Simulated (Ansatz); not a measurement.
# CoSi₂ (Fm-3m)

Theory: Ansatz, DFT PBEsol, scalar-relativistic, plane waves, PAW.

Plane waves to 420 eV, a k mesh through Γ of 14×14×14 on the computed 3-atom cell and Gaussian smearing (0.10 eV); no spin polarisation.

The structure is relaxed at this level of theory with its symmetry kept.

```
CELL_PARAMETERS angstrom
0.00000 2.65624 2.65624
2.65624 0.00000 2.65624
2.65624 2.65624 0.00000
ATOMIC_POSITIONS crystal
Co 0.00000 0.00000 0.00000
Si 0.25000 0.25000 0.25000
Si 0.75000 0.75000 0.75000
```

(1) Formation energy from the elements' standard states (uncorrected)?

(2) Density of states at the Fermi level?

(3) Löwdin character within 0.5 eV of the Fermi level?

(4) Bulk modulus?

(5) Its pressure derivative?

(6) Bader charges (e)?

A ferromagnetic start lost its moments in a first run, so spin was left out; other magnetic orders weren't tried.

## Answers

(1) -0.582 eV/atom.

(2) 1.01 states/eV per cell.

(3) Si 3p 44 %, Co 3d 42 %, unprojected 9 %.

(4) 194 GPa.

(5) 4.5.

(6) Co (1 in the cell) -1.15, Si (2 in the cell) 0.57.